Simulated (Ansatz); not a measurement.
The system is Gd.

```
Gd
1.0
    -2.02500    2.02500    2.02500
     2.02500   -2.02500    2.02500
     2.02500    2.02500   -2.02500
Gd
1
Cartesian
  0.0000 0.0000 0.0000
```

This isn't the form of Gd at room conditions, which is hcp.

Base run:

- Program: Ansatz 0.2.0
- Functional: PBEsol
- Potentials or basis: Ansatz PAW
- Cutoff: 420 eV (not typed: the program's choice for these potentials)
- k mesh: 8 × 8 × 8
- Occupations: fermi-dirac, width 0.05 eV
- Spin: collinear spin, ferromagnetic start
- Starting moments: [5.2] μB
- Fixed moment: 5.2 μB

Its results: pressure 1.1 GPa; site moments Gd +5.94 μB.

Question: The run is repeated on the same cell with these changes: fixed moment from 5.2 μB to 8.8 μB; moments at the start from [5.2] to [8.8]. What comes out?

Answer: Pressure 0.1 GPa; site moments Gd +8.00 μB.

Caveats: the total moment is fixed, so each spin has its own Fermi level; the PAW data sets come from PBE, with cores solved anew for the run's functional, which leaves a small shift of forces and pressure; the thresholds are loose for stress.
